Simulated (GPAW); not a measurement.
The system is ZnS (Wurtzite-2H).

```xyz
4
Lattice="3.8110 0.0000 0.0000 -1.9055 3.3004 0.0000 0.0000 0.0000 6.2340" Properties=species:S:1:pos:R:3 pbc="T T T"
Zn    1.9055    1.1001    3.1170
Zn    0.0000    2.2003    0.0000
S     1.9055    1.1001    5.5171
S     0.0000    2.2003    2.4001
```

Base run:

| Item | Value |
| --- | --- |
| Program | GPAW 26.7.0 |
| Functional | RPBE |
| Potentials or basis | the program's PAW data sets (release 1.2.1) made for this functional |
| Cutoff | 600 eV |
| Basis | pw |
| k mesh | 6 × 6 × 3 |
| Occupations | fermi-dirac, width 0.05 eV |
| Spin | no spin polarisation |

Its results: band gap on the k mesh 2.41 eV, direct; pressure 5.3 GPa; largest force 0.342 eV/Å.

**Question.** The run is repeated on the same cell with these changes: functional from RPBE to TPSS; potentials or basis from the program's PAW data sets (release 1.2.1) made for this functional to GPAW PAW data sets (gpaw-data 1.2.1). What comes out?

**Answer.** Band gap on the k mesh 2.40 eV, direct; pressure 2.4 GPa; largest force 0.325 eV/Å.

Caveats: the PAW data sets were made with another functional, which shifts forces and pressure a little (some runs).
